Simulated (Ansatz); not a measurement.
# HfH$_{2}$: what symmetry allows forces and stress to be

```yaml
crystal:
  lattice:
    - [-1.73900, 1.73900, 2.18050]
    - [1.73900, -1.73900, 2.18050]
    - [1.73900, 1.73900, -2.18050]
  atoms:
    - { symbol: Hf, position: [0.05159, 0.05159, 0.00000] }
    - { symbol: H, position: [0.75000, 0.25000, 0.50000] }
    - { symbol: H, position: [0.25000, 0.75000, 0.50000] }
```

Theory: Ansatz, DFT PBEsol, scalar-relativistic, plane waves, PAW.

Plane waves to 420 eV, a k mesh through Γ of 14×14×14 on the computed 3-atom cell and Gaussian smearing (0.10 eV); no spin polarisation.

This distorted cell has space group I4mm, with 8 operations.

Without a calculation: in which directions can each atom feel a force?

A force must be left unchanged by every operation that keeps its atom in place, so it lies in the space that those operations leave fixed. Atoms that the group maps onto each other feel forces of one size.
```tsv
atom	site symmetry	operations at the site	equivalent to atom	allowed force (Cartesian)
Hf1	4mm	8	1	along (0.00, 0.00, 1.00)
H2	2mm.	4	2	along (0.00, 0.00, 1.00)
H3	2mm.	4	2	along (0.00, 0.00, 1.00)
```

That leaves 2 independent force components of 9, tied by 1 condition that the forces sum to zero, so 1 remains. A relaxation in this cell that keeps the symmetry moves the atoms in these directions alone.

And the stress tensor?

It must be invariant under the point group, which leaves 2 independent components: yz, xz, xy vanish; xx = yy.

Do the computed values obey this?

Yes. Forces (eV/Å):
```
Hf1  0.000  0.000 -1.967
H2   0.000  0.000  0.984
H3   0.000  0.000  0.984
```

Stress (GPa, compression positive, xx yy zz yz xz xy): -1.32 -1.32 -5.55 0.00 0.00 0.00. The program imposes the same operations on density, forces and stress, so this confirms the analysis and is no independent test of the calculation.

Spin–orbit coupling is left out, which can shift energies with elements as heavy as these.